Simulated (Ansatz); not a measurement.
Here is an Ansatz 0.2.0 calculation.

The input input.yaml:

```yaml
crystal:
  lattice:
    - [3.18, 0.0, 0.0]
    - [-1.59, 2.753960784, 0.0]
    - [0.0, 0.0, 5.166]
  atoms:
    - { symbol: Ga, position: [0.6666666667, 0.3333333333, 0.5] }
    - { symbol: Ga, position: [0.3333333333, 0.6666666667, 0.0] }
    - { symbol: "N", position: [0.6666666667, 0.3333333333, 0.875] }
    - { symbol: "N", position: [0.3333333333, 0.6666666667, 0.375] }
kpoints:
  mp_grid: { grid: [10, 10, 5] }
  band_path:
    path:
      - [0.0, 0.0, 0.0]
      - [0.5, 0.0, 0.0]
      - [0.3333333333, 0.3333333333, 0.0]
      - [0.0, 0.0, 0.0]
      - [0.0, 0.0, 0.5]
      - [0.5, 0.0, 0.5]
      - [0.3333333333, 0.3333333333, 0.5]
      - [0.0, 0.0, 0.5]
    npoints: 6
scf:
  occupations: { method: fermi_dirac, width: 0.05 }
hamiltonian:
  xc: pbesol
  pseudopotentials: { kind: all_electron, lapw: { basis_error: 0.002 } }
output:
  forces: true
  stress: true
  eigenvalues: true
```

Potentials or basis: all-electron LAPW, scalar-relativistic.

The run is started by

```bash
$ ansatz run input.yaml --threads 2 --pin off --max-ram 6144MiB --backend cpu --events-out ev --progress --plain --runs-dir out
```

Estimate the pressure.

1.0 GPa.

Estimate the band gap along the path.

1.92 eV, direct.

Levels at the corners of the path, in eV from the valence-band top:
```csv
point,band 26,band 27,band 28,band 29,band 30,band 31
Γ,-0.06,0.00,0.00,1.92,4.23,9.15
M,-2.81,-2.30,-1.00,4.94,5.54,5.96
K,-3.08,-3.08,-2.75,4.97,7.84,7.84
Γ,-0.06,0.00,0.00,1.92,4.23,9.15
A,-0.55,-0.55,-0.55,4.24,4.24,8.44
L,-1.98,-1.95,-1.95,4.31,4.31,7.75
H,-4.29,-1.52,-1.52,6.41,6.41,7.20
A,-0.55,-0.55,-0.55,4.24,4.24,8.44
```

**Measured values to compare with.**

From “Studying electronic properties in GaN without electrical contacts using γ-γ vs e−-γ Perturbed Angular Correlations”, 2019, pmc:6823545, for a bulk crystal of GaN: band gap 3.503 ± 0.005 eV (direct).

Against the measured gap of GaN, 3.503 eV (direct; quoted in “Studying electronic properties in GaN without electrical contacts using γ-γ vs e−-γ Perturbed Angular Correlations”, 2019, pmc:6823545), the calculated 1.92 eV is off by -1.58 eV. Spin-orbit coupling on Ga is left out. The value is that of PBEsol, without temperature or zero-point motion. Semilocal functionals fall short of measured gaps as a rule.
